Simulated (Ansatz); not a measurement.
In doubt: masses and optical values from hybrid runs of this build are listed as unsure, which bears on the screening that GW takes from such a start.

Rows from a G0W0 calculation on Ga4SbP3 (ordered model alloy, started on the GaP lattice) (Amm2) (Ansatz 0.2.0; G0W0 on HSE06, plane waves, PAW; PAW set soft_1; 2×2×2 mesh, 292 empty bands, screening to 52 eV, PAW set soft_1 files), in eV. Spin-orbit coupling is left out.

```
row      Σx     Σc     Vxc     Z
  A   -6.75  -3.55  -10.38  0.81
  B  -16.87   1.66  -15.44  0.80
  C   -9.11  -3.58  -13.06  0.80
  D  -16.81   1.66  -15.37  0.80
  E   -8.54  -3.56  -12.43  0.80
  F  -16.48   1.53  -15.16  0.80
```

Question: Which rows are filled states and which are empty ones, and how can one tell?

Filled: B, D and F. Empty: A, C and E. The sign of Σc tells: for a filled state bare exchange, which holds its interaction with itself, lies below Vxc (Σx − Vxc is -1.3 eV or lower here) and screening gives part back as a positive Σc. For an empty state Σx lies above Vxc (+3.6 eV or more) and the Coulomb hole leaves Σc negative.

[Paths, hosts, dates, memory and timing lines, banners, echoed tables and standing remarks are left out of the program output.]

[Logs are printed without paths, hosts, clocks, repeated set-up lines and the standing remarks that a program may print on its own settings, such as how far it seeks lower states.]

[Runs of the session that timed out or met a known fault of the program may be left out.]

[Cells called generated may have been cut or substituted from an entry of the Crystallography Open Database or the Materials Project.]

[Hosts, paths, dates, database ids (printed as entryN), source tags and the programs' standing remarks are cut or masked in the printed files.]
